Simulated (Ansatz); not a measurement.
Crystal: TiAl.

```xyz
2
Lattice="2.8673 0.0000 0.0000 -1.4336 2.4831 0.0000 0.0000 0.0000 4.6781" Properties=species:S:1:pos:R:3 pbc="T T T"
Ti    0.0000    0.0000    0.0000
Al    0.0000    1.6554    2.3390
```

The cell comes from a database or a generator and needn't be the stable form of this composition.

| Quantity | Value |
| --- | --- |
| Program | Ansatz 0.2.0 |
| Task | relaxation of cell and atoms |
| Functional | PBEsol0 |
| Potentials or basis | Ansatz PAW |
| Cutoff | 420 eV (not typed: the program's choice for these potentials) |
| k mesh | 6 × 6 × 3 |
| Occupations | fermi-dirac, width 0.05 eV |
| Spin | no spin polarisation |

At the start: volume 16.65 Å³/atom.

**Question.** Where does the relaxation end?

**Answer.** It ends after 5 steps and the volume is 16.18 Å³/atom (-2.9 %); space group P-6m2 (No. 187, to 0.05 Å).

The path:
| step | energy change (eV) | largest force (eV/Å) | volume (Å³) |
| --- | --- | --- | --- |
| 1 | 0.0000 | 0.0000 | 33.31 |
| 2 | -0.0006 | 0.0000 | 31.46 |
| 3 | -0.0133 | 0.0000 | 32.39 |
| 4 | -0.0133 | 0.0000 | 32.35 |
| 5 | -0.0131 | 0.0000 | 32.35 |

Final structure:
```
Ti Al
1.0
     2.85040    0.00000    0.00000
    -1.42520    2.46852    0.00000
     0.00000    0.00000    4.59806
Ti Al
1 1
Direct
  0.00000 0.00000 0.00000
  0.33333 0.66667 0.50000
```

Caveat: the k mesh is coarse (spacing up to 0.45 Å⁻¹), so the values aren't converged, least of all with exact exchange; the plane-wave basis is chosen anew once the cell has moved, so the energies of steps on either side of that aren't comparable; the PAW data sets come from PBE, with cores solved anew for the run's functional, which leaves a small shift of forces and pressure.
